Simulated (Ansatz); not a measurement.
# Could RbBr exist in this structure?

Plane-wave DFT in Ansatz with scalar-relativistic PAW potentials. The crystal relaxes under PBE to Pm-3m with a = 4.193 Å, 36.86 Å³/atom. No spin polarisation. This CsCl-type form isn't the usual stable structure of the compound.

```cif
data_structure
_symmetry_space_group_name_H-M 'Pm-3m'
_symmetry_Int_Tables_number 221
_cell_length_a 4.1929
_cell_length_b 4.1929
_cell_length_c 4.1929
_cell_angle_alpha 90.000
_cell_angle_beta 90.000
_cell_angle_gamma 90.000
_cell_volume 73.71
loop_
_atom_site_label
_atom_site_type_symbol
_atom_site_symmetry_multiplicity
_atom_site_Wyckoff_symbol
_atom_site_fract_x
_atom_site_fract_y
_atom_site_fract_z
_atom_site_occupancy
Rb1 Rb 1 a 0.00000 0.00000 0.00000 1
Br1 Br 1 b 0.50000 0.50000 0.50000 1
```

Task: Test it against the elements, against displacements at the zone centre and against strain.

Result:
- Energy over the elements: -1.715 eV/atom (PBE, standard states in the same functional, gases uncorrected)
- Optical modes at Γ: all 3 real, at 89 cm⁻¹ (LDA, without the LO-TO term)
- Least eigenvalue of the elastic tensor: 11 GPa (LDA)

It passes all three tests. So it is a local minimum against everything tried and bound against the elements. Modes at other wave vectors, other structures and decomposition into other compounds weren't tested here. The cell tested can't double, which is how many cubic oxides and halides distort (tilted octahedra, shifted anions). The modes and the tensor belong to cells relaxed at their own level (31.23 Å³/atom for the tensor), not to the cell shown; modes and shear constants soften as a cell grows, so the larger cell shown may fail a test that the smaller one passes.